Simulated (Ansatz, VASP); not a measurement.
# Two plane-wave programs on V

File INCAR:

```
SYSTEM = V
  PREC = Accurate
  ENCUT = 520
  EDIFF = 1E-6
  ISMEAR = -1
  SIGMA = 0.1
  LREAL = .False.
  LASPH = .True.
  NELM = 100
  ALGO = Normal
  ISIF = 2
  LWAVE = .False.
  LCHARG = .True.
  GGA = RE
  LELF = .True.
  LVHAR = .True.
  NBANDS = 12
```

Contents of KPOINTS:

```
regular mesh
0
Gamma
  16 16 16
  0 0 0
```

File POSCAR:

```
V
1.0
    0.0000000000      1.9702677132      1.9702677132
    1.9702677132      0.0000000000      1.9702677132
    1.9702677132      1.9702677132      0.0000000000
V
1
Direct
    0.0000000000      0.0000000000      0.0000000000
```

Input for Ansatz:

```yaml
crystal:
  lattice:
    - [0.0, 1.9702677132, 1.9702677132]
    - [1.9702677132, 0.0, 1.9702677132]
    - [1.9702677132, 1.9702677132, 0.0]
  atoms:
    - { symbol: V, position: [0.0, 0.0, 0.0] }
hamiltonian:
  xc: revpbe
  pseudopotentials:
    kind: paw
    azcp:
      V: "pseudopotentials/V.paw.azcp"
basis:
  ecutwfc: 420
  fft_grid_basis: typed
kpoints:
  mp_grid: { grid: [16, 16, 16], shift: [0, 0, 0] }
magnetization:
  spin_polarized: false
scf:
  occupations: { method: fermi_dirac, width: 0.1 }
  lower_state_search: "off"
output:
  stress: true
```

Alike in both runs: task single point; functional revPBE; k mesh 16 × 16 × 16; occupations fermi-dirac, width 0.1 eV; no spin polarisation.

```csv
,VASP,Ansatz
version,VASP 6.6.1,Ansatz 0.2.0
potentials or method,"VASP PAW PBE potentials, release 64 (V_sv)","plane waves (420 eV) with PAW, scalar-relativistic"
plane-wave cutoff (eV),520,420
valence electrons in the cell,13,13
```

Ansatz gave:

* pressure (GPa): -11.1

Q: Which values does VASP return?

A: Pressure (GPa): -10.9.

Caveats: the PAW data sets were made with another functional, which shifts forces and pressure a little (VASP).
